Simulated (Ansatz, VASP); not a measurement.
One calculation of TiB2, two programs

File INCAR:

```
PREC     = Accurate       # precision mode
ENCUT    = 520            # plane-wave cutoff, eV
EDIFF    = 1E-6           # SCF threshold, eV
ISMEAR   = 0              # smearing method
SIGMA    = 0.1            # smearing width, eV
LREAL    = False          # projectors in reciprocal space
LASPH    = True           # aspherical terms in the spheres
NELM     = 100            # most SCF steps
ALGO     = Fast           # electronic algorithm
ISIF     = 2              # what is computed and relaxed
LWAVE    = False          # write WAVECAR
LCHARG   = False          # write CHGCAR
GGA      = PE             # functional
NBANDS   = 16             # bands
```

The input KPOINTS:

```
regular mesh
0
Gamma
  12 12 12
```

File POSCAR:

```
TiB2
1.0
    3.0317364172      0.0000000000      0.0000000000
   -1.5158682086      2.6255607549      0.0000000000
    0.0000000000      0.0000000000      3.2244328080
Ti B
1 2
Direct
    0.0000000000      0.0000000000      0.0000000000
    0.3333333333      0.6666666667      0.5000000000
    0.6666666667      0.3333333333      0.5000000000
```

Input for Ansatz:

```yaml
crystal:
  lattice:
    - [3.0317364172, 0.0, 0.0]
    - [-1.5158682086, 2.6255607549, 0.0]
    - [0.0, 0.0, 3.224432808]
  atoms:
    - { symbol: Ti, position: [0.0, 0.0, 0.0] }
    - { symbol: B, position: [0.3333333333, 0.6666666667, 0.5] }
    - { symbol: B, position: [0.6666666667, 0.3333333333, 0.5] }
basis:
  ecutwfc: 420
kpoints:
  mp_grid: { grid: [12, 12, 12] }
  band_path:
    path:
      - [[0.0, 0.0, 0.0], [0.5, 0.0, 0.0], [0.33333333, 0.33333333, 0.0], [0.0, 0.0, 0.0], [0.0, 0.0, 0.5], [0.5, 0.0, 0.5], [0.33333333, 0.33333333, 0.5], [0.0, 0.0, 0.5]]
      - [[0.5, 0.0, 0.5], [0.5, 0.0, 0.0]]
      - [[0.33333333, 0.33333333, 0.5], [0.33333333, 0.33333333, 0.0]]
    npoints: 14
hamiltonian:
  xc: pbe
scf:
  occupations: { method: gaussian, width: 0.1 }
  n_extra_bands: 7
output:
  forces: true
  stress: true
  eigenvalues: true
  populations: true
  dos: { projected: true, de: 0.02, nscf_kmesh: { grid: [15, 15, 15] } }
  bader: true
  write_density: true
  write_potential: true
  elf: true
  volumetric_format: npy
```

The cell was built by a generator and needn't be a form met in nature.

Alike in both runs: task single point; functional PBE; k mesh 12 × 12 × 12; occupations gaussian, width 0.1 eV; no spin polarisation.

|  | VASP | Ansatz |
| --- | --- | --- |
| version | VASP 6.6.1 | Ansatz 0.2.0 |
| potentials or method | VASP PAW PBE potentials, release 64 (Ti_sv, B) | scalar-relativistic, plane waves, PAW |
| plane-wave cutoff (eV) | 520 | 420 |
| valence electrons in the cell | 18 | 18 |

```tsv
	VASP	Ansatz	Ansatz less VASP
gap on the k mesh at the Fermi level (eV)	none	none	-
pressure (GPa)	0.2	0.0	-0.18
```

A gap of «none» marks a metal or a gap that the smearing closes. The functional is the same, so the differences come from potentials, cutoffs and numerics.
